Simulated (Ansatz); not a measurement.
# MnO: the cost of one run

Method: DFT PBEsol, scalar-relativistic, in Ansatz 0.2.0.

## (1) The system as given

The structure is hexagonal, space group P6_3mc (No. 186). Conventional cell: a = 3.372 Å, b = 3.372 Å, c = 5.386 Å, α = 90.00°, β = 90.00°, γ = 120.00°. Mn (site symmetry 3m) has 4 O at 1.96 to 2.08 Å as nearest neighbours. O (site symmetry 3m) has 4 Mn at 1.96 to 2.08 Å as nearest neighbours.

As a file:

```
CELL_PARAMETERS angstrom
3.37170 0.00000 0.00000
-1.68585 2.91998 0.00000
0.00000 0.00000 5.38550
ATOMIC_POSITIONS crystal
Mn 0.33333 0.66667 0.01096
Mn 0.66667 0.33333 0.51096
O 0.33333 0.66667 0.37547
O 0.66667 0.33333 0.87547
```

Atoms are numbered in the order of the input: Mn1, Mn2, O3, O4.

## (2) The deformed structure

Space group P6_3mc before, P6_3mc after.

## (3) All-electron LAPW

The input, input.yaml:

```yaml
crystal:
  lattice:
    - [3.2705499014, 0.0, 0.0]
    - [-1.6352749507, 2.8323792989, 0.0]
    - [0.0, 0.0, 5.3855]
  atoms:
    - { symbol: Mn, position: [0.3333333333, 0.6666666667, 0.01096], spin: 4.0 }
    - { symbol: Mn, position: [0.6666666667, 0.3333333333, 0.51096], spin: 4.0 }
    - { symbol: O, position: [0.3333333333, 0.6666666667, 0.37547] }
    - { symbol: O, position: [0.6666666667, 0.3333333333, 0.87547] }
magnetization:
  spin_polarized: true
kpoints:
  mp_grid: { grid: [14, 14, 8] }
  band_path:
    path:
      - [0.0, 0.0, 0.0]
      - [0.5, 0.0, 0.0]
      - [0.3333333333, 0.3333333333, 0.0]
      - [0.0, 0.0, 0.0]
      - [0.0, 0.0, 0.5]
      - [0.5, 0.0, 0.5]
      - [0.3333333333, 0.3333333333, 0.5]
      - [0.0, 0.0, 0.5]
      - [0.5, 0.0, 0.5]
    npoints: 5
scf:
  occupations: { method: fermi_dirac, width: 0.05 }
hamiltonian:
  xc: pbesol
  pseudopotentials: { kind: all_electron, lapw: { basis_error: 0.0005 } }
output:
  forces: true
  stress: true
  eigenvalues: true
```

Run with:

```bash
ansatz run input.yaml --threads 1 --pin off --max-ram 6144MiB --backend cpu --events-out ev --progress --plain --runs-dir out
```

Q: Estimate wall time and peak memory on 1 thread of Intel Xeon Platinum 8375C at 2.90GHz (Ice Lake), shared host.

About 6 min, with a peak of 1.3 GiB.
